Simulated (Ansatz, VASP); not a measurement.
# AlNi3 in VASP and in Ansatz

The input POSCAR:

```
AlNi3
1.0
    0.0000000000      2.8018887551      2.8018887551
    2.8018887551      0.0000000000      2.8018887551
    2.8018887551      2.8018887551      0.0000000000
Al Ni
1 3
Direct
    0.5000000000      0.5000000000      0.5000000000
    0.2500000000      0.2500000000      0.2500000000
    0.0000000000      0.0000000000      0.0000000000
    0.7500000000      0.7500000000      0.7500000000
```

File INCAR.step1:

```
SYSTEM = AlNi3
PREC     = Accurate       ! precision mode
ENCUT    = 600            ! plane-wave cutoff, eV
ISMEAR   = 0              ! smearing method
SIGMA    = 0.1            ! smearing width, eV
LREAL    = .False.        ! projectors in reciprocal space
LASPH    = .True.         ! aspherical terms in the spheres
NELM     = 80             ! most SCF steps
GGA      = PE             ! functional
ALGO     = Normal         ! electronic algorithm
EDIFF    = 1E-4           ! SCF threshold, eV
LWAVE    = .True.         ! write WAVECAR
LCHARG   = .False.        ! write CHGCAR
```

INCAR.step2

```
SYSTEM = AlNi3
PREC     = Accurate       ! precision mode
ENCUT    = 600            ! plane-wave cutoff, eV
EDIFF    = 1E-7           ! SCF threshold, eV
ISMEAR   = 0              ! smearing method
SIGMA    = 0.1            ! smearing width, eV
LREAL    = .False.        ! projectors in reciprocal space
LASPH    = .True.         ! aspherical terms in the spheres
NELM     = 80             ! most SCF steps
ALGO     = Normal         ! electronic algorithm
ISIF     = 3              ! what is computed and relaxed
LWAVE    = .False.        ! write WAVECAR
LCHARG   = .False.        ! write CHGCAR
METAGGA  = R2SCAN         ! meta-GGA
LMIXTAU  = .True.       
IBRION   = 2              ! ionic algorithm
NSW      = 80             ! ionic steps
EDIFFG   = -0.01          ! ionic threshold
ISTART   = 1
```

Contents of KPOINTS:

```
regular mesh
0
Gamma
  2 2 2
  0 0 0
```

Input for Ansatz:

```yaml
crystal:
  lattice:
    - [0.0, 2.8018887551, 2.8018887551]
    - [2.8018887551, 0.0, 2.8018887551]
    - [2.8018887551, 2.8018887551, 0.0]
  atoms:
    - { symbol: Al, position: [0.5, 0.5, 0.5] }
    - { symbol: Ni, position: [0.25, 0.25, 0.25] }
    - { symbol: Ni, position: [0.0, 0.0, 0.0] }
    - { symbol: Ni, position: [0.75, 0.75, 0.75] }
basis:
  ecutwfc: 500
kpoints:
  mp_grid: { grid: [2, 2, 2] }
hamiltonian:
  xc: r2scan
scf:
  occupations: { method: gaussian, width: 0.1 }
output:
  forces: true
  stress: true
  eigenvalues: true
relax:
  adjacent_minimum: "off"
  f_tol: 0.01
  max_steps: 60
  cell: { stress_tol: 0.05 }
```

Alike in both runs: task relaxation of cell and atoms; functional r2SCAN; k mesh 2 × 2 × 2; occupations gaussian, width 0.1 eV; no spin polarisation.

```csv
,VASP,Ansatz
version,VASP 6.6.1,Ansatz 0.2.0
potentials or method,"VASP PAW PBE potentials, release 64 (Al, Ni)","scalar-relativistic, plane waves, PAW"
plane-wave cutoff (eV),600,500
valence electrons in the cell,33,57
```

Ansatz gave:

- gap on the k mesh at the Fermi level, each at its own relaxed structure (eV): none
- relaxed volume (Å³/atom): 11.01
- relaxed cell length with the largest relative difference (Å): 3.963

Question: What did VASP give for the same quantities?

Answer: gap on the k mesh at the Fermi level, each at its own relaxed structure (eV): none; relaxed volume (Å³/atom): 11.00; relaxed cell length with the largest relative difference (Å): 3.962.

A gap of «none» marks a metal or a gap that the smearing closes. The two sets of potentials don't hold the same shells in valence.

Caveats: the k mesh is coarse (spacing up to 0.97 Å⁻¹), so the values aren't converged; the relaxation stopped at its first step, so nothing moved; the PAW data sets were made with another functional, which shifts forces and pressure a little (VASP). Spin polarisation is off, so any magnetic state and its effect on volume and gap are missing.
